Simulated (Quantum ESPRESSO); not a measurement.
# Rh (Fm-3m) in Quantum ESPRESSO: settings compared, part 2 of 2

Quantum ESPRESSO 7.5. Earlier steps stand in the parts before.

### 3 Phonons, PBE

Input file pw.in:

```
&CONTROL
  calculation = 'scf'
  prefix = 'pwscf'
  outdir = './tmp'
  pseudo_dir = './pseudo'
  tprnfor = .true.
  tstress = .true.
  disk_io = 'low'
/
&SYSTEM
  ibrav = 0
  nat = 1
  ntyp = 1
  ecutwfc = 45
  ecutrho = 360
  nbnd = 13
  occupations = 'smearing'
  smearing = 'gaussian'
  degauss = 0.01469973
/
&ELECTRONS
  conv_thr = 2d-10
  electron_maxstep = 120
  mixing_beta = 0.5
/
ATOMIC_SPECIES
Rh   102.9055 rh_pbe_v1.4.uspp.F.UPF
CELL_PARAMETERS angstrom
   0.0000000000    1.8978500000    1.8978500000
   1.8978500000    0.0000000000    1.8978500000
   1.8978500000    1.8978500000    0.0000000000
ATOMIC_POSITIONS crystal
Rh     0.0000000000    0.0000000000    0.0000000000
K_POINTS automatic
12 12 12 0 0 0
```

Input file relax.in:

```
&CONTROL
  calculation = 'vc-relax'
  prefix = 'pwscf'
  outdir = './tmp'
  pseudo_dir = './pseudo'
  tprnfor = .true.
  tstress = .true.
  disk_io = 'low'
  nstep = 40
  forc_conv_thr = 0.0001
  etot_conv_thr = 1d-06
/
&SYSTEM
  ibrav = 0
  nat = 1
  ntyp = 1
  ecutwfc = 45
  ecutrho = 360
  nbnd = 13
  occupations = 'smearing'
  smearing = 'gaussian'
  degauss = 0.01469973
/
&ELECTRONS
  conv_thr = 2d-10
  electron_maxstep = 120
  mixing_beta = 0.5
/
&IONS
  ion_dynamics = 'bfgs'
/
&CELL
  cell_dynamics = 'bfgs'
  press = 0
  press_conv_thr = 0.2
/
ATOMIC_SPECIES
Rh   102.9055 rh_pbe_v1.4.uspp.F.UPF
CELL_PARAMETERS angstrom
   0.0000000000    1.8978500000    1.8978500000
   1.8978500000    0.0000000000    1.8978500000
   1.8978500000    1.8978500000    0.0000000000
ATOMIC_POSITIONS crystal
Rh     0.0000000000    0.0000000000    0.0000000000
K_POINTS automatic
12 12 12 0 0 0
```

Input file scf2.in:

```
&CONTROL
  calculation = 'scf'
  prefix = 'pwscf'
  outdir = './tmp'
  pseudo_dir = './pseudo'
  tprnfor = .true.
  tstress = .true.
  disk_io = 'low'
/
&SYSTEM
  ibrav = 0
  nat = 1
  ntyp = 1
  ecutwfc = 45
  ecutrho = 360
  nbnd = 13
  occupations = 'smearing'
  smearing = 'gaussian'
  degauss = 0.01469973
/
&ELECTRONS
  conv_thr = 1d-13
  electron_maxstep = 120
  mixing_beta = 0.5
  startingpot = 'file'
  startingwfc = 'file'
/
ATOMIC_SPECIES
Rh   102.9055 rh_pbe_v1.4.uspp.F.UPF
CELL_PARAMETERS angstrom
   0.0000000000    1.9161248774    1.9161248774
   1.9161248774    0.0000000000    1.9161248774
   1.9161248774    1.9161248774    0.0000000000
ATOMIC_POSITIONS crystal
Rh     0.0000000000    0.0000000000    0.0000000000
K_POINTS automatic
12 12 12 0 0 0
```

Input file ph.in:

```
phonons of Rh
&INPUTPH
  prefix = 'pwscf'
  outdir = './tmp'
  tr2_ph = 1d-16
  fildyn = 'dyn'
  niter_ph = 60
  alpha_mix(1) = 0.4
/
0.3535533906 0.3535533906 0.3535533906
```

Potentials or basis: GBRV 1.5 PBE.

The run is started by

```bash
> OMP_NUM_THREADS=1 pw.x -in pw.in > pw.out
> OMP_NUM_THREADS=1 pw.x -in relax.in > relax.out
> OMP_NUM_THREADS=1 pw.x -in scf2.in > scf2.out
> OMP_NUM_THREADS=1 ph.x -in ph.in > ph.out
```

pw.out:

```text
This program is part of the open-source Quantum ESPRESSO suite
     for quantum simulation of materials; please cite
[... 9 lines left out ...]
     --------------------
     sticks:   dense  smooth     PW     G-vecs:    dense   smooth      PW
     Sum         649     313    109                10777     3719     749

     Using Slab Decomposition

     bravais-lattice index     =            0
     lattice parameter (alat)  =       5.0720  a.u.
     unit-cell volume          =      92.2597 (a.u.)^3
     number of atoms/cell      =            1
     number of atomic types    =            1
     number of electrons       =        15.00
     number of Kohn-Sham states=           13
     kinetic-energy cutoff     =      45.0000  Ry
     charge density cutoff     =     360.0000  Ry
     scf convergence threshold =      2.0E-10
     mixing beta               =       0.5000
     number of iterations used =            8  plain     mixing
     Exchange-correlation=  SLA  PW   PBX  PBC
                           (   1   4   3   4   0   0   0)

     celldm(1)=   5.071959  celldm(2)=   0.000000  celldm(3)=   0.000000
     celldm(4)=   0.000000  celldm(5)=   0.000000  celldm(6)=   0.000000

     crystal axes: (cart. coord. in units of alat)
               a(1) = (   0.000000   0.707107   0.707107 )
               a(2) = (   0.707107   0.000000   0.707107 )
               a(3) = (   0.707107   0.707107   0.000000 )

     reciprocal axes: (cart. coord. in units 2 pi/alat)
               b(1) = ( -0.707107  0.707107  0.707107 )
               b(2) = (  0.707107 -0.707107  0.707107 )
               b(3) = (  0.707107  0.707107 -0.707107 )

     PseudoPot. # 1 for Rh read from file:
     rh_pbe_v1.4.uspp.F.UPF
     Pseudo is Ultrasoft + core correction, Zval = 15.0
     Generated by new atomic code, or converted to UPF format
     Using radial grid of  969 points,  7 beta functions with:
                l(1) =   0
                l(2) =   0
                l(3) =   1
                l(4) =   1
                l(5) =   2
                l(6) =   2
                l(7) =   2
     Q(r) pseudized with  8 coefficients,  rinner =    1.200   1.200   1.200
                                                       1.200   1.200

     atomic species   valence    mass     pseudopotential
     Rh               15.00   102.90550     Rh( 1.00)

     48 Sym. Ops., with inversion, found

   Cartesian axes

     site n.     atom                  positions (alat units)
         1        Rh     tau(   1) = (   0.0000000   0.0000000   0.0000000  )

     number of k points=    72  Gaussian smearing, width (Ry)=  0.0147
                       cart. coord. in units 2pi/alat
        k(    1) = (   0.0000000   0.0000000   0.0000000), wk =   0.0011574
        k(    2) = (   0.0589256   0.0589256  -0.0589256), wk =   0.0092593
        k(    3) = (   0.1178511   0.1178511  -0.1178511), wk =   0.0092593
        k(    4) = (   0.1767767   0.1767767  -0.1767767), wk =   0.0092593
        k(    5) = (   0.2357023   0.2357023  -0.2357023), wk =   0.0092593
        k(    6) = (   0.2946278   0.2946278  -0.2946278), wk =   0.0092593
[... 64 lines left out ...]
        k(   71) = (  -0.7071068   0.2357023   0.0000000), wk =   0.0138889
        k(   72) = (  -0.7071068   0.3535534   0.0000000), wk =   0.0069444

     Dense  grid:    10777 G-vectors     FFT dimensions: (  32,  32,  32)

     Smooth grid:     3719 G-vectors     FFT dimensions: (  24,  24,  24)

     Initial potential from superposition of free atoms

     starting charge      14.4999, renormalised to      15.0000

     negative rho (up, down):  5.736E-02 0.000E+00
     Starting wfcs are   12 randomized atomic wfcs +    1 random wfcs

     Self-consistent Calculation

     iteration #  1     ecut=    45.00 Ry     beta= 0.50
     Davidson diagonalization with overlap
     ethr =  1.00E-02,  avg # of iterations =  4.2

     negative rho (up, down):  5.941E-02 0.000E+00

     total energy              =    -171.05492650 Ry
     estimated scf accuracy    <       0.53629378 Ry

     iteration #  2     ecut=    45.00 Ry     beta= 0.50
     Davidson diagonalization with overlap
     ethr =  3.58E-03,  avg # of iterations =  2.0
[... 51 lines left out ...]
     iteration #  8     ecut=    45.00 Ry     beta= 0.50
     Davidson diagonalization with overlap
     ethr =  2.63E-12,  avg # of iterations =  1.7

     negative rho (up, down):  5.941E-02 0.000E+00

     End of self-consistent calculation

          k = 0.0000 0.0000 0.0000 (   459 PWs)   bands (ev):

   -24.8585 -24.8585 -24.8585  13.5245  18.4302  18.4302  18.4302  20.5362
    20.5362  38.1385  43.6445  43.6445  43.6445

          k = 0.0589 0.0589-0.0589 (   495 PWs)   bands (ev):

   -24.9103 -24.8655 -24.8655  13.8033  18.3118  18.5375  18.5375  20.4796
    20.4796  38.5180  42.1160  44.0276  44.0276
[... 298 lines left out ...]
   -25.4889 -25.2085 -25.1150  15.7851  16.2183  19.9810  21.2484  22.3472
    27.3831  32.7576  34.3285  35.8235  44.7129

          k =-0.0000-0.4714 0.5893 (   473 PWs)   bands (ev):

   -25.4301 -25.2944 -25.0918  16.1236  16.7956  19.1325  20.7207  22.1119
    29.6582  30.5239  33.6246  37.0765  44.1697

          k =-0.7071 0.1179-0.0000 (   464 PWs)   bands (ev):

   -25.5330 -25.1616 -25.1342  15.4248  15.7862  21.1443  21.7178  22.5336
    26.4162  33.6323  34.6281  34.7665  45.0933

          k =-0.2357-0.4714 0.7071 (   467 PWs)   bands (ev):

   -25.4161 -25.1639 -25.0269  16.8475  16.9101  18.1398  20.6665  21.1214
    24.8109  35.1367  35.7157  38.8072  45.5730

          k =-0.1768-0.4125 0.6482 (   472 PWs)   bands (ev):
[... 26 lines left out ...]
   -25.4558 -25.2414 -25.1382  16.0574  16.5200  19.2852  20.8620  22.5352
    28.8418  33.1588  33.2762  34.3923  46.1063

          k =-0.7071 0.3536 0.0000 (   464 PWs)   bands (ev):

   -25.3493 -25.3493 -25.1401  16.4752  17.7054  17.7054  20.3282  22.5361
    31.2379  31.2379  32.9460  34.2650  48.0153

     the Fermi energy is    21.5363 ev

!    total energy              =    -171.20215536 Ry
     estimated scf accuracy    <          2.8E-11 Ry
     smearing contrib. (-TS)   =      -0.00159524 Ry
     internal energy E=F+TS    =    -171.20056012 Ry

     The total energy is F=E-TS. E is the sum of the following terms:
     one-electron contribution =     -22.25480491 Ry
     hartree contribution      =      24.83913726 Ry
     xc contribution           =     -29.96530239 Ry
     ewald contribution        =    -143.81959008 Ry

     convergence has been achieved in   8 iterations

     negative rho (up, down):  5.941E-02 0.000E+00

     Forces acting on atoms (cartesian axes, Ry/au):

     atom    1 type  1   force =     0.00000000    0.00000000    0.00000000

     Total force =     0.000000     Total SCF correction =     0.000000

     Computing stress (Cartesian axis) and pressure

     negative rho (up, down):  5.941E-02 0.000E+00
          total   stress  (Ry/bohr**3)                   (kbar)     P=       80.81
   0.00054932  -0.00000000  -0.00000000           80.81       -0.00       -0.00
  -0.00000000   0.00054932  -0.00000000           -0.00       80.81       -0.00
  -0.00000000  -0.00000000   0.00054932           -0.00       -0.00       80.81

=------------------------------------------------------------------------------=
   JOB DONE.
=------------------------------------------------------------------------------=
```

relax.out:

```text
This program is part of the open-source Quantum ESPRESSO suite
     for quantum simulation of materials; please cite
[... 9 lines left out ...]
     --------------------
     sticks:   dense  smooth     PW     G-vecs:    dense   smooth      PW
     Sum         649     313    109                10777     3719     749
[... 2674 lines left out ...]
   0.00000594  -0.00000000   0.00000000            0.87       -0.00        0.00
  -0.00000000   0.00000594  -0.00000000           -0.00        0.87       -0.00
   0.00000000  -0.00000000   0.00000594            0.00       -0.00        0.87

=------------------------------------------------------------------------------=
   JOB DONE.
=------------------------------------------------------------------------------=
```

scf2.out:

```text
This program is part of the open-source Quantum ESPRESSO suite
     for quantum simulation of materials; please cite
[... 9 lines left out ...]
     --------------------
     sticks:   dense  smooth     PW     G-vecs:    dense   smooth      PW
     Sum         649     313    109                10969     3839     749
[... 543 lines left out ...]
   0.00000589  -0.00000000  -0.00000000            0.87       -0.00       -0.00
  -0.00000000   0.00000589  -0.00000000           -0.00        0.87       -0.00
  -0.00000000  -0.00000000   0.00000589           -0.00       -0.00        0.87

=------------------------------------------------------------------------------=
   JOB DONE.
=------------------------------------------------------------------------------=
```

Run time: 3.7 min. Hardware: 1 thread of Arm Neoverse V1, shared host; peak memory 0.09 GiB.

Results:

| Item | Value |
| --- | --- |
| Free energy | -2329.3340 eV |
| Relaxed volume | 14.07 Å³/atom |
| Relaxed cell | a = 2.710 Å, b = 2.710 Å, c = 2.710 Å, α = 60.00°, β = 60.00°, γ = 60.00° |
| Space group after relaxing (to 0.05 Å) | Fm-3m (No. 225) |
| Pressure after relaxing | 0.1 GPa |
| Band gap on the k mesh | none (metal or under the smearing width) |
| Highest phonon frequency at the q point run | 236 cm⁻¹ |

Step by step:
```csv
step,energy change (eV),largest force (eV/Å),pressure (GPa),volume (Å³)
1,0.0000,0.0000,8.08,13.67
2,-0.0081,0.0000,-3.08,14.24
3,-0.0098,0.0000,-0.18,14.08
4,-0.0098,0.0000,0.00,14.07
```

Final structure:
```yaml
crystal:
  lattice:
    - [0.00000, 1.91612, 1.91612]
    - [1.91612, 0.00000, 1.91612]
    - [1.91612, 1.91612, 0.00000]
  atoms:
    - { symbol: Rh, position: [0.00000, 0.00000, 0.00000] }
```

Phonon frequencies in cm⁻¹ (negative: imaginary):
```csv
q point,frequencies
"(0.500, 0.500, 0.500)",135 135 236
```

Phonon modes at q = (0.500, 0.500, 0.500) in reciprocal lattice units:
| mode | symmetry | cm⁻¹ |
| --- | --- | --- |
| 1 | E_u | 135 |
| 2 | E_u | 135 |
| 3 | A_2u | 236 |

### 4 Phonons, LDA

Edit pw.in of step 3 so:

```diff
@@ -13,8 +13,8 @@
   ntyp = 1
-  ecutwfc = 45
-  ecutrho = 360
-  nbnd = 13
+  ecutwfc = 36
+  ecutrho = 216
+  nbnd = 15
   occupations = 'smearing'
   smearing = 'gaussian'
-  degauss = 0.01469973
+  degauss = 0.00999582
 /
@@ -26,3 +26,3 @@
 ATOMIC_SPECIES
-Rh   102.9055 rh_pbe_v1.4.uspp.F.UPF
+Rh   102.9055 Rh.LDA_PW-JTH.UPF
 CELL_PARAMETERS angstrom
```

Edit relax.in of step 3 so:

```diff
@@ -16,8 +16,8 @@
   ntyp = 1
-  ecutwfc = 45
-  ecutrho = 360
-  nbnd = 13
+  ecutwfc = 36
+  ecutrho = 216
+  nbnd = 15
   occupations = 'smearing'
   smearing = 'gaussian'
-  degauss = 0.01469973
+  degauss = 0.00999582
 /
@@ -37,3 +37,3 @@
 ATOMIC_SPECIES
-Rh   102.9055 rh_pbe_v1.4.uspp.F.UPF
+Rh   102.9055 Rh.LDA_PW-JTH.UPF
 CELL_PARAMETERS angstrom
```

Input file scf2.in:

```
&CONTROL
  calculation = 'scf'
  prefix = 'pwscf'
  outdir = './tmp'
  pseudo_dir = './pseudo'
  tprnfor = .true.
  tstress = .true.
  disk_io = 'low'
/
&SYSTEM
  ibrav = 0
  nat = 1
  ntyp = 1
  ecutwfc = 36
  ecutrho = 216
  nbnd = 15
  occupations = 'smearing'
  smearing = 'gaussian'
  degauss = 0.00999582
/
&ELECTRONS
  conv_thr = 1d-13
  electron_maxstep = 120
  mixing_beta = 0.5
  startingpot = 'file'
  startingwfc = 'file'
/
ATOMIC_SPECIES
Rh   102.9055 Rh.LDA_PW-JTH.UPF
CELL_PARAMETERS angstrom
   0.0000000000    1.8764289235    1.8764289235
   1.8764289235    0.0000000000    1.8764289235
   1.8764289235    1.8764289235    0.0000000000
ATOMIC_POSITIONS crystal
Rh     0.0000000000    0.0000000000    0.0000000000
K_POINTS automatic
12 12 12 0 0 0
```

Edit ph.in of step 3 so:

```diff
@@ -9,2 +9,2 @@
 /
-0.3535533906 0.3535533906 0.3535533906
+0.1767766953 0.7071067812 0.1767766953
```

Potentials or basis: JTH 2.0 LDA.

The run is started by

```bash
> OMP_NUM_THREADS=1 pw.x -in pw.in > pw.out
> OMP_NUM_THREADS=1 pw.x -in relax.in > relax.out
> OMP_NUM_THREADS=1 pw.x -in scf2.in > scf2.out
> OMP_NUM_THREADS=1 ph.x -in ph.in > ph.out
```

pw.out:

```text
This program is part of the open-source Quantum ESPRESSO suite
     for quantum simulation of materials; please cite
         "P. Giannozzi et al., J. Phys.:Condens. Matter 21 395502 (2009);
         "P. Giannozzi et al., J. Phys.:Condens. Matter 29 465901 (2017);
         "P. Giannozzi et al., J. Chem. Phys. 152 154105 (2020);
     in publications or presentations arising from this work. More details at

     file Rh.LDA_PW-JTH.UPF: wavefunction(s)  4P 0P 4D 0D renormalized
     Message from routine setup:
     using ibrav=0 with symmetry is DISCOURAGED, use correct ibrav instead

     G-vector sticks info
     --------------------
     sticks:   dense  smooth     PW     G-vecs:    dense   smooth      PW
     Sum         379     253     85                 4957     2733     537

     Using Slab Decomposition

     bravais-lattice index     =            0
     lattice parameter (alat)  =       5.0720  a.u.
     unit-cell volume          =      92.2597 (a.u.)^3
     number of atoms/cell      =            1
     number of atomic types    =            1
     number of electrons       =        17.00
     number of Kohn-Sham states=           15
     kinetic-energy cutoff     =      36.0000  Ry
     charge density cutoff     =     216.0000  Ry
     scf convergence threshold =      2.0E-10
     mixing beta               =       0.5000
     number of iterations used =            8  plain     mixing
     Exchange-correlation= SLA PW NOGX NOGC
                           (   1   4   0   0   0   0   0)

     celldm(1)=   5.071959  celldm(2)=   0.000000  celldm(3)=   0.000000
     celldm(4)=   0.000000  celldm(5)=   0.000000  celldm(6)=   0.000000

[... 151 lines left out ...]

     total energy              =    -460.94314228 Ry
     estimated scf accuracy    <       0.00001066 Ry

     iteration #  5     ecut=    36.00 Ry     beta= 0.50
     Davidson diagonalization with overlap
     ethr =  6.27E-08,  avg # of iterations =  2.8
[... 18 lines left out ...]
     iteration #  8     ecut=    36.00 Ry     beta= 0.50
     Davidson diagonalization with overlap
     ethr =  3.44E-12,  avg # of iterations =  4.5

     End of self-consistent calculation

          k = 0.0000 0.0000 0.0000 (   331 PWs)   bands (ev):

   -56.0447 -23.5691 -23.5691 -23.5691  14.6061  19.5678  19.5678  19.5678
    21.7128  21.7128  38.5901  43.9801  43.9801  43.9801  49.9273
[... 308 lines left out ...]
   -55.8917 -24.1476 -24.0102 -23.8052  17.2635  17.9354  20.2688  21.8898
    23.2821  30.7669  31.5201  34.7045  38.0132  44.9766  50.8251

          k =-0.7071 0.1179-0.0000 (   336 PWs)   bands (ev):

   -55.8892 -24.2517 -23.8760 -23.8482  16.5694  16.9177  22.2913  22.9052
    23.7132  27.5119  34.6274  35.5023  35.7583  46.2058  47.0028

          k =-0.2357-0.4714 0.7071 (   334 PWs)   bands (ev):
[... 36 lines left out ...]
   -55.8891 -24.0658 -24.0658 -23.8541  17.6265  18.8386  18.8386  21.4851
    23.7160  32.3073  32.3073  33.8332  35.4549  48.4074  48.4074

     the Fermi energy is    22.7250 ev

!    total energy              =    -460.94314837 Ry
     total all-electron energy =      -460.943148 Ry
     estimated scf accuracy    <          3.9E-12 Ry
     smearing contrib. (-TS)   =      -0.00063635 Ry
     internal energy E=F+TS    =    -460.94251202 Ry

     The total energy is F=E-TS. E is the sum of the following terms:
     one-electron contribution =     -46.74050677 Ry
     hartree contribution      =      37.13976282 Ry
     xc contribution           =     -22.02876747 Ry
     ewald contribution        =    -184.72827354 Ry
     one-center paw contrib.   =    -244.58472706 Ry

     convergence has been achieved in   8 iterations

     Forces acting on atoms (cartesian axes, Ry/au):

     atom    1 type  1   force =     0.00000000    0.00000000    0.00000000

     Total force =     0.000000     Total SCF correction =     0.000000

     Computing stress (Cartesian axis) and pressure

          total   stress  (Ry/bohr**3)                   (kbar)     P=     -100.10
  -0.00068050  -0.00000000  -0.00000000         -100.10       -0.00       -0.00
  -0.00000000  -0.00068050  -0.00000000           -0.00     -100.10       -0.00
  -0.00000000  -0.00000000  -0.00068050           -0.00       -0.00     -100.10

=------------------------------------------------------------------------------=
   JOB DONE.
=------------------------------------------------------------------------------=
```

It took 6.2 min on 1 thread of Arm Neoverse V1, shared host; peak memory 0.09 GiB.

What came out:

```
Free energy                                 : -6271.4652 eV
Relaxed volume                              : 13.21 Å³/atom
Relaxed cell                                : a = 2.654 Å, b = 2.654 Å, c = 2.654 Å, α = 60.00°, β = 60.00°, γ = 60.00°
Space group after relaxing (to 0.05 Å)      : Fm-3m (No. 225)
Pressure after relaxing                     : 0.0 GPa
Band gap on the k mesh                      : none (metal or under the smearing width)
Highest phonon frequency at the q point run : 263 cm⁻¹
```

Step by step:
```tsv
step	energy change (eV)	largest force (eV/Å)	pressure (GPa)	volume (Å³)
1	0.0000	0.0000	-10.01	13.67
2	-0.0107	0.0000	5.85	12.99
3	-0.0148	0.0000	-0.39	13.23
4	-0.0148	0.0000	-0.01	13.21
5	-0.0148	0.0000	0.01	13.21
```

Final structure:
```
CELL_PARAMETERS angstrom
0.00000 1.87643 1.87643
1.87643 0.00000 1.87643
1.87643 1.87643 0.00000
ATOMIC_POSITIONS crystal
Rh 0.00000 0.00000 0.00000
```

Levels at points of the mesh, in eV from the Fermi level:
| k point | band 6 | band 7 | band 8 | band 9 | band 10 | band 11 |
| --- | --- | --- | --- | --- | --- | --- |
| (0.00, 0.00, 0.00) | -3.33 | -3.33 | -3.33 | -1.07 | -1.07 | 15.82 |
| (0.00, 0.00, -0.50) | -3.41 | -3.41 | 0.60 | 0.60 | 0.61 | 8.95 |
| (0.00, -0.50, -0.50) | -6.38 | 0.59 | 1.05 | 1.05 | 3.21 | 12.70 |

Phonon frequencies in cm⁻¹ (negative: imaginary):
```csv
q point,frequencies
"(0.625, 0.250, 0.625)",241 261 263
```

Phonon modes at q = (0.625, 0.250, 0.625) in reciprocal lattice units:
```csv
mode,symmetry,cm⁻¹
1,B_1,241
2,A_1,261
3,B_2,263
```

Caveat: the cutoff is low for these files, which shifts pressure and relaxed volume; the q point doesn't lie on the k mesh, which can shift a metal's frequencies strongly unless the mesh is converged.

### 5 Overview

```tsv
level	potentials or basis	cutoff (eV)	smearing	form of the LDA correlation	gap on the mesh (eV)	pressure (GPa)
PBEsol	GBRV 1.5 PBEsol	612	methfessel-paxton 0.272 eV	-	none	0.0
PBE	GBRV 1.5 PBE	612	gaussian 0.2 eV	-	none	0.1
LDA	JTH 2.0 LDA	490	gaussian 0.136 eV	PW92	none	0.0
```

Alike in all rows: task phonons; no spin polarisation; cell relaxed; k mesh 12 × 12 × 12.

Caveats: the q point doesn't lie on the k mesh, which can shift a metal's frequencies strongly unless the mesh is converged (some runs); the cutoff is low for these files, which shifts pressure and relaxed volume (some runs).

Absolute energies hang on the potentials; compare differences alone.
